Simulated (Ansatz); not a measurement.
# SiC: further runs on the relaxed cell

The task here is to estimate one member of a computed series from the others.

Program: Ansatz 0.2.0. Level of theory: DFT PBE, scalar-relativistic, plane waves, PAW. These are calculated values, not measurements.

1 further run of the same task is left out (set aside as unsound or not needed).

## The system as given

The structure is cubic, space group F-43m (No. 216). Conventional cell: a = 4.380 Å, b = 4.380 Å, c = 4.380 Å, α = 90.00°, β = 90.00°, γ = 90.00°. Around Si (site symmetry -43m) lie 4 C at 1.90 Å. Around C (site symmetry -43m) lie 4 Si at 1.90 Å.

Structure file:

```xyz
2
Lattice="0.0000 2.1899 2.1899 2.1899 0.0000 2.1899 2.1899 2.1899 0.0000" Properties=species:S:1:pos:R:3 pbc="T T T"
Si    0.0000    0.0000    0.0000
C     1.0949    1.0949    1.0949
```

It is the result of an earlier relaxation at this level (volume 10.50 Å³/atom; gap on the mesh: 1.37 eV).

Set-up of the first run:

File input.yaml:

```yaml
crystal:
  lattice:
    - [0.0, 2.1898675892, 2.1898675892]
    - [2.1898675892, 0.0, 2.1898675892]
    - [2.1898675892, 2.1898675892, 0.0]
  atoms:
    - { symbol: Si, position: [0.0, 0.0, 0.0] }
    - { symbol: C, position: [0.25, 0.25, 0.25] }
basis:
  ecutwfc: 420
kpoints:
  mp_grid: { grid: [10, 10, 10] }
  band_path:
    path:
      - [[0.0, 0.0, 0.0], [-0.5, -0.5, 0.0], [-0.375, -0.375, 0.25]]
      - [[-0.375, 0.0, 0.375], [0.0, 0.0, 0.0], [0.0, 0.0, 0.5], [-0.5, -0.25, 0.25], [-0.5, -0.5, 0.0]]
    npoints: 14
hamiltonian:
  xc: pbe
scf:
  occupations: { method: gaussian, width: 0.02 }
  n_extra_bands: 6
output:
  forces: true
  stress: true
  eigenvalues: true
  populations: true
  dos: { projected: true, de: 0.02, nscf_kmesh: { grid: [15, 15, 15] } }
  bader: true
  write_density: true
  write_potential: true
  elf: true
  volumetric_format: npy
```

Command:

```console
> ansatz run input.yaml --threads 1 --pin off --max-ram 2560MiB --backend cpu --events-out ev --progress --plain --runs-dir out
```

Steps of the session up to this table: Electronic structure at the relaxed geometry; Seeking the band edges over the whole zone; Eigenvalues a small step from each edge; Point at V/V0 = 0.97; Volume × 1.03; Point at V/V0 = 0.94; Point at V/V0 = 1.06.

One of the session's tables, all rows but one given; the rest of the session is left out.

```
volume (Å³/atom)  energy above the lowest point (meV/atom)  pressure (GPa)  gap on the mesh (eV)
           9.871                                      27.8           14.85                  1.31
          10.187                                         ?               ?                     ?
          10.502                                       0.0            0.00                  1.37
          10.817                                       6.0           -5.93                  1.40
          11.132                                      22.8          -11.04                  1.42
```

**Question.** Estimate the row for volume (Å³/atom) = 10.187.

Worked estimate for «energy above the lowest point (meV/atom)». A straight line through the neighbours (9.871, 27.8) and (10.502, 0.0) gives 27.8 + (0.0 − 27.8) × (10.187 − 9.871) / (10.502 − 9.871) = 13.9; a parabola fitted to 3 rows on both sides gives 7.2.

**Answer.** energy above the lowest point (meV/atom): 6.6; pressure (GPa): 6.88; gap on the mesh (eV): 1.35. In «energy above the lowest point (meV/atom)» the line misses by +7.3 and the parabola by +0.6.

Caveats from the session: It is a Kohn-Sham gap, without temperature or zero-point motion.
